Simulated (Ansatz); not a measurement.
IrO$_{2}$, DFT, PBE, all-electron PAW with datasets made for the crystal, scalar-relativistic (Ansatz 0.2.0), run on 2 threads of Intel(R) Xeon(R) Platinum 8488C (Sapphire Rapids) on a shared host.

The geometry is COD entry 1538153, unchecked; take it as a test cell. It is an old determination, and later ones may differ. The listed cell was then made from it by scaling, straining or moving an atom.

Command: `ansatz run input.yaml --threads 2 --pin off --max-ram 6144MiB --backend cpu --events-out ev --progress --plain --runs-dir out`

```yaml
crystal:
  lattice:
    - [4.4071579031, 0.0, 0.0]
    - [0.0, 4.4071579031, 0.0]
    - [0.0, 0.0, 3.081777898]
  atoms:
    - { symbol: Ir, position: [0.0, 0.0, 0.0] }
    - { symbol: Ir, position: [0.5, 0.5, 0.5] }
    - { symbol: O, position: [0.311, 0.311, 0.0] }
    - { symbol: O, position: [0.189, 0.811, 0.5] }
    - { symbol: O, position: [0.689, 0.689, 0.0] }
    - { symbol: O, position: [0.811, 0.189, 0.5] }
kpoints:
  mp_grid: { grid: [8, 8, 11] }
scf:
  occupations: { method: fermi_dirac, width: 0.05 }
hamiltonian:
  xc: pbe
  pseudopotentials: { kind: all_electron, datasets: crystal }
output:
  forces: true
  stress: true
  eigenvalues: true
  efg: { contact_densities: true }
```

**Question.** How large is the problem that the program sets up?

**Answer.** 90 irreducible k-points, 1511 plane waves at Γ, 37 bands.

**Question.** Estimate the wall time and the peak memory.

**Answer.** 69 s of wall time for 10 SCF iterations, with a peak of 3.3 GiB. Times on shared machines scatter by tens of per cent.

**Question.** And the same cell and mesh by PAW with the default files, asked for forces, stress, eigenvalues, efg, write_density, write_potential, elf, on the same hardware?

**Answer.** 6 s, peak memory 0.53 GiB.
